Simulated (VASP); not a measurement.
# Co (P6_3/mmc) in VASP: notebook

Runs on Co. Level: PBE. Tasks: relaxation of cell and atoms.

All numbers are computed with VASP 6.6.1; they aren't measurements. Logs are shortened: lines on timing, memory, paths and dates and some standing lists are left out, and cuts for length are marked.

## (1) The structure

It takes space group P6_3/mmc (No. 194, hexagonal). Conventional cell: a = 2.507 Å, b = 2.507 Å, c = 4.070 Å, α = 90.00°, β = 90.00°, γ = 120.00°. Co (site symmetry -6m2) has 12 Co at 2.50 to 2.51 Å as nearest neighbours.

## (2) Relaxation of cell and atoms, PBE, collinear spin, ferromagnetic start

INCAR

```
PREC     = Accurate       # precision mode
ENCUT    = 520            # plane-wave cutoff, eV
EDIFF    = 1E-7           # SCF threshold, eV
ISMEAR   = 0              # smearing method
SIGMA    = 0.1            # smearing width, eV
LREAL    = False          # projectors in reciprocal space
LASPH    = True           # aspherical terms in the spheres
NELM     = 150            # most SCF steps
ALGO     = Normal         # electronic algorithm
ISIF     = 3              # what is computed and relaxed
LWAVE    = False          # write WAVECAR
LCHARG   = False          # write CHGCAR
ISPIN    = 2              # spin polarisation
MAGMOM   = 1.5 1.5        # initial moments
LORBIT   = 11             # projections on sites
LMAXMIX  = 4              # l up to which the mixer works
GGA      = PE             # functional
IBRION   = 2              # ionic algorithm
NSW      = 80             # ionic steps
EDIFFG   = -0.002         # ionic threshold
```

KPOINTS

```
Automatic mesh
0
Gamma
  6 6 2
```

POSCAR

```
Co
1.0
    2.5074000000      0.0000000000      0.0000000000
   -1.2537000000      2.1714721000      0.0000000000
    0.0000000000      0.0000000000      4.0699000000
Co
2
Direct
    0.3333333300      0.6666666700      0.2500000000
    0.6666666700      0.3333333300      0.7500000000
```

Potentials or basis: VASP PAW PBE potentials, release 64 (Co).

Command:

```
$ cat potpaw_PBE.64/Co/POTCAR > POTCAR
$ mpirun -np 1 vasp_std > vasp.out
```

OUTCAR:

```text
PREC = Accurate
   ENCUT = 520
   EDIFF = 1E-7
   ISMEAR = 0
   LREAL = False
   LASPH = True
   NELM = 150
   ISIF = 3
   ISPIN = 2
   LORBIT = 11
   GGA = PE
   IBRION = 2
   NSW = 80
   EDIFFG = -0.002

 ion  position               nearest neighbor table
   1  0.333  0.667  0.250-   2 2.50   2 2.50   2 2.50   2 2.50   2 2.50   2 2.50
   2  0.667  0.333  0.750-   1 2.50   1 2.50   1 2.50   1 2.50   1 2.50   1 2.50

  LATTYP: Found a hexagonal cell.
 ALAT       =     2.5074000000
 C/A-ratio  =     1.6231554598

  Lattice vectors:

 A1 = (   2.5074000000,   0.0000000000,   0.0000000000)
 A2 = (  -1.2537000000,   2.1714721000,   0.0000000000)
 A3 = (   0.0000000000,   0.0000000000,   4.0699000000)

Analysis of symmetry for initial positions (statically):
=====================================================================
 Subroutine PRICEL returns:
 Original cell was already a primitive cell.

 Routine SETGRP: Setting up the symmetry group for a
 hexagonal supercell.

 Subroutine GETGRP returns: Found 24 space group operations
 (whereof 12 operations were pure point group operations)
 out of a pool of 24 trial point group operations.

The static configuration has the point symmetry D_3d.
 The point group associated with its full space group is D_6h.

Analysis of symmetry for dynamics (positions and initial velocities):
=====================================================================
 Subroutine PRICEL returns:
 Original cell was already a primitive cell.

 Routine SETGRP: Setting up the symmetry group for a
 hexagonal supercell.

 Subroutine GETGRP returns: Found 24 space group operations
 (whereof 12 operations were pure point group operations)
 out of a pool of 24 trial point group operations.

The dynamic configuration has the point symmetry D_3d.
 The point group associated with its full space group is D_6h.

Analysis of structural, dynamic, and magnetic symmetry:
=====================================================================
 Subroutine PRICEL returns:
 Original cell was already a primitive cell.

 Routine SETGRP: Setting up the symmetry group for a
 hexagonal supercell.

 Subroutine GETGRP returns: Found 24 space group operations
 (whereof 12 operations were pure point group operations)
 out of a pool of 24 trial point group operations.

The overall configuration has the point symmetry D_3d.
 The point group associated with its full space group is D_6h.

 Subroutine INISYM returns: Found 24 space group operations
 (whereof 12 operations are pure point group operations),
 and found     1 'primitive' translations

----------------------------------------------------------------------------------------

                                     Primitive cell

  volume of cell :      22.1596

  direct lattice vectors                    reciprocal lattice vectors
     2.507400000  0.000000000  0.000000000     0.398819494  0.230258542  0.000000000
    -1.253700000  2.171472100  0.000000000     0.000000000  0.460517084  0.000000000
     0.000000000  0.000000000  4.069900000     0.000000000  0.000000000  0.245706283

  length of vectors
     2.507400000  2.507400002  4.069900000     0.460517085  0.460517084  0.245706283

  position of ions in fractional coordinates (direct lattice)
     0.333333330  0.666666670  0.250000000
     0.666666670  0.333333330  0.750000000

  ion indices of the primitive-cell ions
   primitive index   ion index
                 1           1
                 2           2

----------------------------------------------------------------------------------------

 KPOINTS: Automatic mesh

Automatic generation of k-mesh.
 Grid dimensions read from file:
 generate k-points for:    6    6    2

 Generating k-lattice:

  Cartesian coordinates                     Fractional coordinates (reciprocal lattice)
     0.066469916  0.038376424  0.000000000     0.166666667  0.000000000  0.000000000
     0.000000000  0.076752847  0.000000000     0.000000000  0.166666667  0.000000000
     0.000000000  0.000000000  0.122853141     0.000000000  0.000000000  0.500000000

  Length of vectors
     0.076752847  0.076752847  0.122853141

  Shift w.r.t. Gamma in fractional coordinates (k-lattice)
     0.000000000  0.000000000  0.000000000

 Subroutine IBZKPT returns following result:
 ===========================================

 Found     14 irreducible k-points:

 Following reciprocal coordinates:
            Coordinates               Weight
  0.000000  0.000000  0.000000      1.000000
  0.166667 -0.000000  0.000000      6.000000
  0.333333  0.000000  0.000000      6.000000
  0.500000  0.000000  0.000000      3.000000
  0.166667  0.166667  0.000000      6.000000
  0.333333  0.166667  0.000000     12.000000
  0.333333  0.333333  0.000000      2.000000
  0.000000  0.000000  0.500000      1.000000
  0.166667 -0.000000  0.500000      6.000000
  0.333333  0.000000  0.500000      6.000000
  0.500000  0.000000  0.500000      3.000000
  0.166667  0.166667  0.500000      6.000000
  0.333333  0.166667  0.500000     12.000000
  0.333333  0.333333  0.500000      2.000000
   k-points           NKPTS =     14   k-points in BZ     NKDIM =     14   number of bands    NBANDS=     15
   number of dos      NEDOS =    301   number of ions     NIONS =      2
   total plane-waves  NPLWV =  12000
   dimension x,y,z NGX =    20 NGY =   20 NGZ =   30
   dimension x,y,z NGXF=    40 NGYF=   40 NGZF=   60
   ions per type =               2
   NGX,Y,Z   is equivalent  to a cutoff of  13.26, 13.26, 12.25 a.u.
   NGXF,Y,Z  is equivalent  to a cutoff of  26.52, 26.52, 24.51 a.u.
 SYSTEM =  unknown system
   PREC   = accura    normal or accurate (medium, high low for compatibility)
   ISTART =      0    job   : 0-new  1-cont  2-samecut
   ICHARG =      2    charge: 1-file 2-atom 10-const
   ISPIN  =      2    spin polarized calculation?
   LNONCOLLINEAR =      F non collinear calculations
   LSORBIT =      F    spin-orbit coupling
   LASPH  =      T    aspherical Exc in radial PAW
   ENCUT  =  520.0 eV  38.22 Ry    6.18 a.u.   4.66  4.66  7.57*2*pi/ulx,y,z
   NELM   =    150;   NELMIN=  2; NELMDL= -5     # of ELM steps
   EDIFF  = 0.1E-06   stopping-criterion for ELM
   LREAL  =      F    real-space projection
   EDIFFG = -.2E-02   stopping-criterion for IOM
   NSW    =     80    number of steps for IOM
   IBRION =      2    ionic relax: 0-MD 1-quasi-New 2-CG
   NFREE  =      1    steps in history (QN), initial steepest desc. (CG)
   ISIF   =      3    stress and relaxation
   ISYM   =      2    0-nonsym 1-usesym 2-fastsym
   POTIM  = 0.5000    time-step for ionic-motion
   TEBEG  =    0.0;   TEEND  =   0.0 temperature during run
   PSTRESS=    0.0 pullay stress
   NELECT =      18.0000    total number of electrons
   NUPDOWN=      -1.0000    fix difference up-down
   EMIN   =  10.00;   EMAX   =-10.00  energy-range for DOS
   EFERMI =   0.00;   METHOD = LEGACY
   ISMEAR =     0;   SIGMA  =   0.10  broadening in eV -4-tet -1-fermi 0-gaus
   EFERMI_NEDOS =   21; number of points for ismear=-14 and -15
   IALGO  =     38    algorithm
   IMIX   =      4    mixing-type and parameters
     AMIX     =   0.40;   BMIX     =  1.00
     AMIX_MAG =   1.60;   BMIX_MAG =  1.00
  volume/ion in A,a.u.               =      11.08        74.77
  Fermi-wavevector in a.u.,A,eV,Ry     =   1.527490  2.886538 31.745475  2.333227
  Thomas-Fermi vector in A             =   2.635379
   LORBIT       =     11    0 simple, 1 ext, 2 COOP (PROOUT), +10 PAW based schemes
   GGA     = PE    functional components
   LHFCALC =     F    Hartree Fock is set to
   AEXX    =    0.0000 exact exchange contribution
   IVDW    =     0    specifies the selected vdW correction
   LEPSILON=     F    determine dielectric tensor
   LRPA    =     F    only Hartree local field effects (RPA)
 conjugate gradient relaxation of ions
 spin polarized calculation
 Gauss-broadening in eV      SIGMA  =   0.10
  energy-cutoff  :      520.00
  volume of cell :       22.16
 maximum number of plane-waves:       604
 NGX is ok and might be reduce to    20

--------------------------------------- Ionic step        1  -------------------------------------------

 number of electron      18.0000002 magnetization       3.2867505

 Free energy of the ion-electron system (eV)
  ---------------------------------------------------
  ext. energy  EPLUGINS =         0.00000000
  ---------------------------------------------------
  free energy    TOTEN  =       -14.00816270 eV

  energy without entropy =      -13.98204664  energy(sigma->0) =      -13.99510467

------------------------ aborting loop because EDIFF is reached ----------------------------------------

  FORCE on cell =-STRESS in cart. coord.  units (eV):
  Direction    XX          YY          ZZ          XY          YZ          ZX
  --------------------------------------------------------------------------------------
  -------------------------------------------------------------------------------------
  Total       -0.6749461     -0.6749461     -0.1537091      0.0000000      0.0000000      0.0000000
  in kB      -48.7998026    -48.7998027    -11.1134424      0.0000000      0.0000000      0.0000000
  external PRESSURE =     -36.2376826 kB  Pullay stress =       0.0000000 kB
[... 89 lines left out ...]
  FREE ENERGIE OF THE ION-ELECTRON SYSTEM (eV)
  ---------------------------------------------------
  free  energy   TOTEN  =       -14.0156207032 eV

  energy  without entropy=      -13.9906611803  energy(sigma->0) =      -14.00314094

 E-fermi :   9.9082     XC(G=0): -13.2614

 val. band max:        9.8872729503   @ k =   0.1667   0.1667   0.5000
 cond. band min:       9.9551659645   @ k =   0.3333   0.1667   0.5000
 fundamental gap:      0.0678930142
 Fermi energy:         9.9082446788

 spin component 1

 k-point     1 :       0.0000    0.0000    0.0000
  band No.  band energies     occupation
      1       1.1045      1.00000
      2       4.7992      1.00000
      3       7.0770      1.00000
      4       7.3196      1.00000
      5       7.3196      1.00000
      6       7.5720      1.00000
      7       7.5720      1.00000
      8       8.0004      1.00000
      9       8.0004      1.00000
     10       8.8979      1.00000
     11       8.8979      1.00000
[... 479 lines left out ...]
      2       7.5394      1.00000
      3       7.6205      1.00000
      4       7.6205      1.00000
      5       8.2796      1.00000
      6       8.2796      1.00000
      7       9.7709      0.97399
      8       9.7709      0.97399
      9      11.0228      0.00000
     10      11.0228      0.00000
     11      16.3863      0.00000
     12      16.3863      0.00000
     13      17.9418      0.00000
     14      17.9418      0.00000
     15      20.0921      0.00000

[... ionic steps 4 to 12 ...]

--------------------------------------- Ionic step       13  -------------------------------------------

 number of electron      18.0000007 magnetization       3.6018513

------------------------ aborting loop because EDIFF is reached ----------------------------------------
[... 67 lines left out ...]
--------------------------------------- Ionic step       15  -------------------------------------------

 number of electron      18.0000007 magnetization       3.6010116

 Free energy of the ion-electron system (eV)
  ---------------------------------------------------
  ext. energy  EPLUGINS =         0.00000000
  ---------------------------------------------------
  free energy    TOTEN  =       -14.02315427 eV

  energy without entropy =      -14.00779637  energy(sigma->0) =      -14.01547532

 E-fermi :  10.0250     XC(G=0): -13.3130

 val. band max:       10.0004710980   @ k =   0.1667   0.1667   0.5000
 cond. band min:      10.0727665502   @ k =   0.3333   0.1667   0.5000
 fundamental gap:      0.0722954522
 Fermi energy:        10.0250019514

 spin component 1

 k-point     1 :       0.0000    0.0000    0.0000
  band No.  band energies     occupation
      1       1.1748      1.00000
      2       4.8843      1.00000
      3       7.1921      1.00000
      4       7.4294      1.00000
      5       7.4294      1.00000
      6       7.6871      1.00000
      7       7.6871      1.00000
      8       8.1189      1.00000
      9       8.1189      1.00000
     10       9.0340      1.00000
     11       9.0340      1.00000
[... 520 lines left out ...]
  FREE ENERGIE OF THE ION-ELECTRON SYSTEM (eV)
  ---------------------------------------------------
  free  energy   TOTEN  =       -14.0231542717 eV

  energy  without entropy=      -14.0077963731  energy(sigma->0) =      -14.01547532

 reached required accuracy - stopping structural energy minimisation

 total charge

# of ion       s       p       d       tot
------------------------------------------
    1        0.491   0.512   7.239   8.242
    2        0.491   0.512   7.239   8.242
--------------------------------------------------
tot          0.982   1.024  14.478  16.485

 magnetization (x)

# of ion       s       p       d       tot
------------------------------------------
    1       -0.002  -0.034   1.845   1.809
    2       -0.002  -0.034   1.845   1.809
--------------------------------------------------
tot         -0.004  -0.068   3.691   3.619
```

Run time: 73 s. Hardware: 1 thread of Intel Xeon 6975P-C (Granite Rapids), shared host; peak memory 0.14 GiB.

What came out:

```
Free energy                                           : -14.0232 eV
Relaxed volume                                        : 11.02 Å³/atom
Relaxed cell                                          : a = 2.471 Å, b = 2.471 Å, c = 4.170 Å, α = 90.00°, β = 90.00°, γ = 120.00°
Space group after relaxing (to 0.05 Å)                : P6_3/mmc (No. 194)
Energy gained by relaxing                             : 7.5 meV/atom
Ionic steps                                           : 15
Pressure after relaxing                               : 0.0 GPa
Band gap on the k mesh                                : none (metal or under the smearing width)
Net moment                                            : 3.60 μB per cell
Site moments                                          : Co +1.81 μB
Valence electrons inside the program's atomic spheres : Co 8.24
```

The path:
| step | energy change (eV) | largest force (eV/Å) | pressure (GPa) | volume (Å³) |
| --- | --- | --- | --- | --- |
| 1 | 0.0000 | 0.0000 | -3.62 | 22.16 |
| 2 | -0.0050 | 0.0000 | 2.31 | 21.36 |
| 3 | -0.0075 | 0.0000 | 0.12 | 21.64 |
| 4 | -0.0075 | 0.0000 | 0.22 | 21.63 |
| 5 | -0.0076 | 0.0000 | 0.46 | 21.66 |
| 6 | -0.0087 | 0.0000 | 0.86 | 21.72 |
| 7 | -0.0122 | 0.0000 | 1.28 | 21.85 |
| 8 | -0.0140 | 0.0000 | -0.45 | 22.10 |
| 9 | -0.0149 | 0.0000 | 0.43 | 21.99 |
| 10 | -0.0150 | 0.0000 | 0.28 | 22.01 |
| 11 | -0.0139 | 0.0000 | -1.80 | 22.24 |
| 12 | -0.0150 | 0.0000 | 0.02 | 22.04 |
| 13 | -0.0150 | 0.0000 | 0.01 | 22.04 |
| 14 | -0.0150 | 0.0000 | -0.02 | 22.04 |
| 15 | -0.0150 | 0.0000 | 0.00 | 22.04 |

Final structure:
```
Co
1.0
     2.47055    0.00000    0.00000
    -1.23527    2.13956    0.00000
     0.00000    0.00000    4.16956
Co
2
Direct
  0.33333 0.66667 0.25000
  0.66667 0.33333 0.75000
```

Levels at points of the mesh, in eV from the Fermi level:
Spin up:
```csv
k point,band 7,band 8,band 9,band 10,band 11,band 12,band 13,band 14,band 15
"(0.50, 0.00, 0.00)",-2.31,-0.84,-0.66,-0.55,1.32,3.35,9.25,9.91,12.28
"(0.00, 0.00, 0.50)",-2.63,-2.63,-1.28,-1.28,-1.28,-1.28,13.72,13.72,23.06
"(0.50, 0.00, 0.50)",-1.12,-1.12,-0.59,-0.59,1.59,1.59,7.18,7.18,18.58
```
Spin down:
| k point | band 4 | band 5 | band 6 | band 7 | band 8 | band 9 | band 10 | band 11 |
| --- | --- | --- | --- | --- | --- | --- | --- | --- |
| (0.00, 0.00, 0.00) | -0.85 | -0.85 | -0.55 | -0.55 | -0.51 | 0.14 | 0.14 | 1.17 |
| (0.50, 0.00, 0.00) | -1.58 | -1.01 | -0.77 | -0.69 | 1.33 | 1.34 | 1.46 | 2.58 |
| (0.00, 0.00, 0.50) | -1.61 | -0.86 | -0.86 | -0.86 | -0.86 | 0.83 | 0.83 | 0.83 |
| (0.50, 0.00, 0.50) | -2.33 | 0.17 | 0.17 | 0.34 | 0.34 | 1.41 | 1.41 | 2.24 |

Caveat: the k mesh is coarse (spacing up to 0.77 Å⁻¹), so the values aren't converged.

## (3) Relaxation of cell and atoms, PBE, collinear spin, ferromagnetic start

This run uses another cell than the first one, of 11.02 Å³/atom, 0.995 times its volume.

INCAR is that of step 2.

KPOINTS is that of step 2.

POSCAR

```
Co                                      
1.0
    2.4705471541      0.0000000000     -0.0000000000
   -1.2352735771      2.1395565991      0.0000000000
   -0.0000000000      0.0000000000      4.1695603545
  Co            
     2
Direct
     0.3333333300000021    0.6666666699999979    0.2500000000000000
     0.6666666699999979    0.3333333300000021    0.7500000000000000
```

Potentials or basis: VASP PAW PBE potentials, release 64 (Co).

Command:

```
$ cat potpaw_PBE.64/Co/POTCAR > POTCAR
$ mpirun -np 1 vasp_std > vasp.out
```

Run time: 9.3 s. Hardware: 1 thread of Intel Xeon 6975P-C (Granite Rapids), shared host; peak memory 0.14 GiB.

Results (log left out):

| Quantity | Value |
| --- | --- |
| Free energy | -14.0231 eV |
| Pressure after relaxing | 0.0 GPa |
| Band gap on the k mesh | none (metal or under the smearing width) |
| Net moment | 3.60 μB per cell |
| Site moments | Co +1.81 μB |
| Valence electrons inside the program's atomic spheres | Co 8.24 |

Final structure:
```
Co
1.0
     2.47055    0.00000    0.00000
    -1.23527    2.13956    0.00000
     0.00000    0.00000    4.16956
Co
2
Cartesian
  0.0000 1.4264 1.0424
  1.2353 0.7132 3.1272
```

Levels at points of the mesh, in eV from the Fermi level:
Spin up:
| k point | band 7 | band 8 | band 9 | band 10 | band 11 | band 12 | band 13 | band 14 | band 15 |
| --- | --- | --- | --- | --- | --- | --- | --- | --- | --- |
| (0.00, 0.00, 0.00) | -2.34 | -1.91 | -1.91 | -0.99 | -0.99 | -0.55 | 5.57 | 22.39 | 23.93 |
| (0.50, 0.00, 0.00) | -2.31 | -0.84 | -0.66 | -0.55 | 1.32 | 3.35 | 9.25 | 9.91 | 12.28 |
| (0.00, 0.00, 0.50) | -2.63 | -2.63 | -1.28 | -1.28 | -1.28 | -1.28 | 13.72 | 13.72 | 23.06 |
| (0.50, 0.00, 0.50) | -1.12 | -1.12 | -0.59 | -0.59 | 1.59 | 1.59 | 7.18 | 7.18 | 18.59 |
Spin down:
```tsv
k point	band 5	band 6	band 7	band 8	band 9	band 10
(0.00, 0.00, 0.00)	-0.85	-0.55	-0.55	-0.51	0.14	0.14
(0.50, 0.00, 0.00)	-1.01	-0.77	-0.69	1.33	1.34	1.46
(0.00, 0.00, 0.50)	-0.86	-0.86	-0.86	-0.86	0.83	0.83
(0.50, 0.00, 0.50)	0.17	0.17	0.34	0.34	1.41	1.41
```

Caveat: the k mesh is coarse (spacing up to 0.75 Å⁻¹), so the values aren't converged; the relaxation stopped at its first step, so nothing moved.
